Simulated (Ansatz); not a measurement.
**The gap of K4I3Br (ordered model alloy, started on the KBr lattice) (Cmmm): a ladder of methods and an error budget**

Aim: a best estimate of the quasiparticle gap of K4I3Br (ordered model alloy, started on the KBr lattice) (Cmmm), with each correction and its cost laid out.

Calculated with Ansatz 0.2.0; density functionals, hybrids, G0W0, plane waves, PAW.

Most raw output is cut from this account.

### 1. The structure

The structure is orthorhombic, space group Cmmm (No. 65). Conventional cell: a = 9.498 Å, b = 13.427 Å, c = 4.746 Å, α = 90.00°, β = 90.00°, γ = 90.00°. K has 2 Br at 3.28 Å and 4 I at 3.36 to 3.44 Å nearest. Nearest to K lie 1 Br at 3.27 Å and 5 I at 3.36 to 3.44 Å. Nearest to I lie 6 K at 3.36 Å. Nearest to I lie 6 K at 3.44 Å. Nearest to Br lie 6 K at 3.27 to 3.28 Å. It derives from KBr. Farther neighbours and most contacts between anions are not listed.

The structure was relaxed with LDA. The runs that relaxed it are not among those shown. Spin-orbit coupling is left out unless a step names it.

### 2. LDA bands

Levels along a band path, at the cheap level, show where the edges lie and whether the meshes to come will hold them.

This step: DFT, LDA, plane waves, PAW; PAW set soft_1.

File input.yaml:

```yaml
crystal:
  lattice:
    - [0.0021759663, 6.7141101044, 6.7137344387]
    - [6.7141101044, 0.0021759663, 6.7137344387]
    - [6.7162860707, 6.7162860707, 0.0]
  atoms:
    - { symbol: K, position: [0.0, 0.0, -0.0122916223] }
    - { symbol: K, position: [0.0, 0.0, 0.5122916223] }
    - { symbol: K, position: [0.0063358432, 0.5063358432, -0.0063358432] }
    - { symbol: K, position: [-0.0063358432, 0.4936641568, 0.5063358432] }
    - { symbol: K, position: [0.5063358432, 0.0063358432, -0.0063358432] }
    - { symbol: K, position: [0.4936641568, -0.0063358432, 0.5063358432] }
    - { symbol: K, position: [0.5, 0.5, -0.0122916223] }
    - { symbol: K, position: [0.5, 0.5, 0.5122916223] }
    - { symbol: I, position: [0.25, 0.25, 0.25] }
    - { symbol: I, position: [0.25, 0.25, 0.75] }
    - { symbol: I, position: [0.25, 0.75, 0.25] }
    - { symbol: Br, position: [0.25, 0.75, 0.75] }
    - { symbol: I, position: [0.75, 0.25, 0.25] }
    - { symbol: Br, position: [0.75, 0.25, 0.75] }
    - { symbol: I, position: [0.75, 0.75, 0.25] }
    - { symbol: I, position: [0.75, 0.75, 0.75] }
kpoints:
  mp_grid: { grid: [4, 4, 4] }
  band_path:
    path:
      - [[0.0, 0.0, 0.0], [0.5, 0.0, 0.0]]
      - [[0.0, 0.5, 0.0], [0.0, 0.0, 0.0], [0.0, 0.0, 0.5]]
      - [[0.5, 0.5, 0.5], [0.0, 0.0, 0.0]]
    npoints: 10
hamiltonian:
  xc: lda
  pseudopotentials: { kind: paw, azcp: { folder: soft_1 }, xc_functional: pbe }
scf:
  occupations: { method: fermi_dirac, width: 0.02 }
  n_extra_bands: 9
output:
  eigenvalues: true
  write_density: true
  write_potential: true
  elf: true
  volumetric_format: npy
```

Run with:

```sh
> ansatz run input.yaml --threads 4 --pin off --max-ram 17510MiB --backend cpu --events-out ev --progress --plain --runs-dir out
```

Elapsed: 45 s, on 4 threads of Arm Neoverse V1, shared host; peak memory 2.4 GiB; 3 min of CPU time.

Numbers from this step:

* filled bands: 94
* gap: 3.764 eV
* valence top at: Γ
* conduction bottom at: Γ
* least direct gap: 3.764 eV

In a supercell the zone is folded, so edges from different points of the primitive zone can meet at one k.

The electronic bands at the labelled points (eV, zero at the top of the highest nominally filled band):

```
    point  band 91  band 92  band 93  band 94  band 95  band 96  band 97  band 98
        Γ    -0.34    -0.09    -0.04     0.00     3.76     4.53     4.54     4.55
  halfway    -0.33    -0.30    -0.16    -0.09     4.20     4.81     4.82     4.84
        X    -0.31    -0.31    -0.23    -0.23     4.93     4.93     5.38     5.38
jump to Y    -0.31    -0.31    -0.23    -0.23     4.93     4.93     5.38     5.38
  halfway    -0.33    -0.30    -0.16    -0.09     4.20     4.81     4.82     4.84
        Γ    -0.34    -0.09    -0.04     0.00     3.76     4.53     4.54     4.55
  halfway    -0.37    -0.36    -0.11    -0.05     4.20     4.81     4.82     4.84
        Z    -0.42    -0.36    -0.16    -0.11     4.89     5.04     5.33     5.42
jump to R    -0.42    -0.36    -0.16    -0.11     4.89     5.04     5.33     5.42
  halfway    -0.37    -0.36    -0.11    -0.05     4.20     4.81     4.82     4.84
        Γ    -0.34    -0.09    -0.04     0.00     3.76     4.53     4.54     4.55
```

Valence density in the ac plane at fractional y = 0.250, with atoms of I and Br within 0.2 Å of it. It is the smooth field of the valence electrons, not physical close to the nuclei.

Values in e/Å³, 13 rows by 16 columns, each cell a mean:
```
 0  0  0  0  0  0  0  0  0  0  0  0  0  0  0  0
 0  0  1  1  0  0  0  0  0  0  0  1  0  0  0  0
 0  0  1  8  6  1  0  0  0  0  1  1  1  1  0  0
 0  0  0  5 11  3  0  0  0  0  0  1  1  1  0  0
 0  0  0  0  1  1  0  0  0  0  0  0  1  1  0  0
 0  0  0  0  0  0  0  0  0  0  0  0  0  0  0  0
 0  0  0  0  0  0  0  0  0  0  0  0  0  0  0  0
 0  0  0  0  0  0  0  0  0  0  0  0  0  0  0  0
 0  0  1  3  2  0  0  0  0  0  1  3  2  0  0  0
 0  0  1  9 11  2  0  0  0  0  1  9 11  2  0  0
 0  0  0  2  5  2  0  0  0  0  0  2  5  2  0  0
 0  0  0  0  0  0  0  0  0  0  0  0  0  0  0  0
 0  0  0  0  0  0  0  0  0  0  0  0  0  0  0  0
```
Columns run along a (9.5 Å), rows up along c (9.5 Å). Atoms in or near the plane, at fractional coordinates: I at (0.25, 0.25), I at (0.25, 0.75), I at (0.75, 0.25), Br at (0.75, 0.75).

ELF in the ac plane at fractional y = 0.250, with atoms of I and Br within 0.2 Å of it. It is the smooth field of the valence electrons, not physical close to the nuclei.

Ten even steps from '_' (0.01) to '@' (0.88), each cell a mean:
```
__..--++++==::________________..::::::..______________
..==##%%%%%%##++::__________..==**####**==::__________
::**%%%%%%%%%%%%##==________::**%%@@@@@@%%##--________
::**%%%%**++**##%%%%==..____::**%%@@@@@@@@@@%%==..____
..**%%%%++--::--**%%%%==____..**%%@@%%++++@@@@%%==____
__==%%%%**--====--##%%##--____==%%@@%%::__--@@@@##--__
__..++%%%%++----::++%%%%++..__..++%%@@##....%%@@%%++..
____::**%%##++====**%%%%**::____::**@@@@@@%%@@@@@@**::
______::**%%%%######%%%%##::______::**%%@@@@@@@@%%**::
________..++##%%%%%%%%%%**::________..==##%%%%%%##++::
____________::++**####++--..____________..--++++==::__
________________..::::::________....__________..______
__::==++++==::______________..--==++++--::____________
..++##%%%%%%##++::__________--**##%%%%%%##==..________
::**%%%%%%%%%%%%##==..____..==##%%%%%%%%%%%%**::______
::**%%%%**++**##%%%%==..____==%%%%##**++**%%%%**::____
..++%%%%++--::--**%%##==____--##%%##==::--++##%%**::__
__--##%%**--====--##%%##::__..**%%##==--++--++%%%%++..
__..++%%%%++----::++%%%%++____--##%%**----::--##%%##::
____::**%%##++====**%%%%**::____==%%%%##==--==##%%%%==
..____::**%%%%######%%%%##::____..==%%%%%%####%%%%%%++
..______..++##%%%%%%%%%%**::________--**%%%%%%%%%%##==
____________::++**####**==..__________..==**####**++::
________________..::::::..________________..::--::..__
```
Columns run along a (9.5 Å), rows up along c (9.5 Å). Atoms in or near the plane, at fractional coordinates: I at (0.25, 0.25), I at (0.25, 0.75), I at (0.75, 0.25), Br at (0.75, 0.75).

### 3. r2SCAN

The meta-GGA depends on the orbitals through the kinetic-energy density, which usually opens the gap somewhat.

This step: DFT, r2SCAN, plane waves, PAW; PAW set soft_1.

input.yaml: that of step 2 with these lines changed.

```diff
@@ -26,11 +26,13 @@
     path:
-      - [[0.0, 0.0, 0.0], [0.5, 0.0, 0.0]]
-      - [[0.0, 0.5, 0.0], [0.0, 0.0, 0.0], [0.0, 0.0, 0.5]]
-      - [[0.5, 0.5, 0.5], [0.0, 0.0, 0.0]]
-    npoints: 10
+      - [0.0, 0.0, 0.0]
+      - [0.5, 0.0, 0.0]
+      - [0.0, 0.5, 0.0]
+      - [0.0, 0.0, 0.5]
+      - [0.5, 0.5, 0.5]
+    npoints: 1
 hamiltonian:
-  xc: lda
-  pseudopotentials: { kind: paw, azcp: { folder: soft_1 }, xc_functional: pbe }
+  xc: r2scan
+  pseudopotentials: { kind: paw, azcp: { folder: soft_1 } }
 scf:
-  occupations: { method: fermi_dirac, width: 0.02 }
+  occupations: { method: fixed }
   n_extra_bands: 9
```

It took 53 s on 4 threads; peak memory 3.7 GiB.

Numbers from this step:

| Item | Value |
| --- | --- |
| gap | 4.785 eV |
| valence top at | Γ |
| conduction bottom at | Γ |
| least direct gap | 4.785 eV |

The gap stands +1.02 eV against LDA.

### 4. HSE06

HSE06 mixes in a quarter of exact exchange at short range. Exchange couples all pairs of k points, which makes a full band path dear, so levels are read on the mesh and at chosen points.

This step: DFT, HSE06, plane waves, PAW; PAW set soft_1.

input.yaml: that of step 3 with these lines changed.

```diff
@@ -23,3 +23,3 @@
 kpoints:
-  mp_grid: { grid: [4, 4, 4] }
+  mp_grid: { grid: [2, 2, 2] }
   band_path:
@@ -33,3 +33,3 @@
 hamiltonian:
-  xc: r2scan
+  xc: hse06
   pseudopotentials: { kind: paw, azcp: { folder: soft_1 } }
@@ -40,5 +40 @@
   eigenvalues: true
-  write_density: true
-  write_potential: true
-  elf: true
-  volumetric_format: npy
```

It took 3.9 min on 4 threads; peak memory 7.8 GiB; 14 min of CPU time.

This step gave:

```yaml
gap: 5.168 eV
valence_top_at: Γ
conduction_bottom_at: Γ
least_direct_gap: 5.168 eV
```

The gap stands +1.40 eV against LDA.

### 5. G0W0, 2×2×2 mesh, 272 empty bands, screening to 34 eV, PAW set soft_1 files

Now the one-shot GW correction: screening in the RPA, then the self-energy of the levels asked for. This step takes PAW set soft_1 files.

This step: G0W0 on LDA, plane waves, PAW; PAW set soft_1.

input.yaml: that of step 4 with these lines changed.

```diff
@@ -24,17 +24,12 @@
   mp_grid: { grid: [2, 2, 2] }
-  band_path:
-    path:
-      - [0.0, 0.0, 0.0]
-      - [0.5, 0.0, 0.0]
-      - [0.0, 0.5, 0.0]
-      - [0.0, 0.0, 0.5]
-      - [0.5, 0.5, 0.5]
-    npoints: 1
 hamiltonian:
-  xc: hse06
-  pseudopotentials: { kind: paw, azcp: { folder: soft_1 } }
+  xc: lda
+  pseudopotentials: { kind: paw, azcp: { folder: soft_1 }, xc_functional: pbe }
 scf:
   occupations: { method: fixed }
-  n_extra_bands: 9
-output:
-  eigenvalues: true
+gw:
+  n_empty_bands: 272
+  ecut_chi: 34
+  qp_bands: [v4, c4]
+  qp_kpoints: band_edges
+  screening: { model: contour_deformation }
```

Elapsed: 1.9 min, on 4 threads; peak memory 3.2 GiB; 7.4 min of CPU time.

This step gave:

| Property | Result |
| --- | --- |
| bands summed | 366 |
| RPA ε∞ on this mesh (eigenvalues) | 2.938, 2.938, 2.947 |
| plane waves in the screening matrix | 283 |
| G0W0 gap on the mesh | 5.626 eV |
| k of the valence top | 0, 0, 0 |
| k of the conduction bottom | 0, 0, 0 |
| starting gap on the mesh | 3.763 eV |
| least direct G0W0 gap on the computed points | 5.626 eV |

The gap on the mesh goes from 3.76 eV to 5.63 eV, a correction of +1.86 eV. Between the two edge states, bare exchange in place of the xc potential would open the gap by 7.13 eV, and correlation takes back 5.27 eV.

### 6. G0W0, 2×2×2 mesh, 1077 empty bands, screening to 85 eV, PAW set soft_1 files

Bands and screening cutoff are moved together, since each hides the error of the other.

input.yaml: that of step 5 with these lines changed.

```diff
@@ -30,4 +30,4 @@
 gw:
-  n_empty_bands: 272
-  ecut_chi: 34
+  n_empty_bands: 1077
+  ecut_chi: 85.0
   qp_bands: [v4, c4]
```

Elapsed: 15 min, on 4 threads; peak memory 13 GiB.

This step gave:

| Quantity | Value |
| --- | --- |
| bands summed | 1171 |
| RPA ε∞ on this mesh (eigenvalues) | 2.887, 2.887, 2.895 |
| plane waves in the screening matrix | 1067 |
| q-points in the mesh | 8 |
| G0W0 gap on the mesh | 5.948 eV |
| k of the valence top | 0, 0, 0 |
| k of the conduction bottom | 0, 0, 0 |
| starting gap on the mesh | 3.763 eV |
| Z at the valence top | 0.8001 |
| Z at the conduction bottom | 0.8433 |
| least direct G0W0 gap on the computed points | 5.948 eV |

Against the run with 2×2×2 mesh, 272 empty bands, screening to 34 eV, PAW set soft_1 files, the gap moves by +0.32 eV.

Limits: finite bands, cutoff and mesh; no spin-orbit coupling. v1 is the top filled band, c1 the lowest empty one. The levels before and after the correction (eV, zero at the valence-band top of each column):

```
           conduction bottom  valence top
Kohn-Sham               3.76         0.00
     G0W0               5.95         0.00
```

```
             level  occupation  energy (eV)
Kohn-Sham     Γ v4           2       -0.343
Kohn-Sham     Γ v3           2       -0.087
Kohn-Sham     Γ v2           2       -0.041
Kohn-Sham     Γ v1           2        0.000
Kohn-Sham     Γ c1           0        3.763
Kohn-Sham     Γ c2           0        4.529
Kohn-Sham  Γ c3-c4           0        4.542
     G0W0     Γ v4           2       -0.386
     G0W0     Γ v3           2       -0.096
     G0W0     Γ v2           2       -0.044
     G0W0     Γ v1           2        0.000
     G0W0     Γ c1           0        5.948
     G0W0     Γ c2           0        6.757
     G0W0  Γ c3-c4           0        6.773
```

The parts of the quasiparticle energy at the two band edges (eV; QP = start + Σx + Σc − Vxc):

```
       run               edge  start      Σx     Σc     Vxc     Z    QP
 366 bands        valence top   2.80  -17.52   2.18  -14.65  0.81  2.12
 366 bands  conduction bottom   6.57   -4.81  -3.09   -9.08  0.84  7.74
1171 bands        valence top   2.80  -17.52   1.68  -14.65  0.80  1.62
1171 bands  conduction bottom   6.57   -4.81  -3.26   -9.08  0.84  7.57
```

### 7. The ladder

Times are wall times on 4 threads of Arm Neoverse V1, shared host, good to a factor of about two. G0W0 rows are gaps on the mesh, lowered by the amount that the mesh misses the start's edges, a rough step that assumes the same correction there.

```
                      level  gap (eV)  least direct gap (eV)     time
                        LDA      3.76                   3.76     45 s
                     r2SCAN      4.79                   4.79     53 s
                      HSE06      5.17                   5.17  3.9 min
 G0W0@LDA (272 empty bands)      5.63                      -  1.9 min
G0W0@LDA (1077 empty bands)      5.95                      -   15 min
```

### 8. Adding up the best estimate

```
                                                                   term      eV  running total (eV)
                                             G0W0 on the mesh, top rung   5.948               5.948
to the limit, by a line in one over the bands through the two top rungs  +0.147               6.095
```

### 9. What came out

```yaml
lda_gap: 3.76 eV, in a supercell, where edges may be folded
hse06: 5.17 eV
g0w0_top_rung_on_the_mesh: 5.95 eV
best_estimate_g0w0_lda: 6.09 eV
gw_settings_of_the_top_rung: 2×2×2 mesh, 1077 empty bands, screening to 85 eV, PAW set soft_1 files
known_limits: one-shot GW, static lattice; one k mesh, untested; no spin-orbit coupling
```

The best estimate for G0W0@LDA is 6.09 eV, in a supercell, where edges may be folded, against 3.76 eV at the start. The limit rests on the two highest rungs, unchecked by another pair. Among the functionals HSE06 comes nearest: −0.93 eV from the estimate. All runs took 22 min, 75 % of it in G0W0. The many-body steps are scalar-relativistic: spin-orbit coupling is not in them.

[Paths, hosts, dates, memory and timing lines, banners, echoed tables and standing remarks are left out of the program output.]

[Logs are printed without paths, hosts, clocks, repeated set-up lines and the standing remarks that a program may print on its own settings, such as how far it seeks lower states.]

[Runs of the session that timed out or met a known fault of the program may be left out.]

[Cells called generated may have been cut or substituted from an entry of the Crystallography Open Database or the Materials Project.]

[Hosts, paths, dates, database ids (printed as entryN), source tags and the programs' standing remarks are cut or masked in the printed files.]
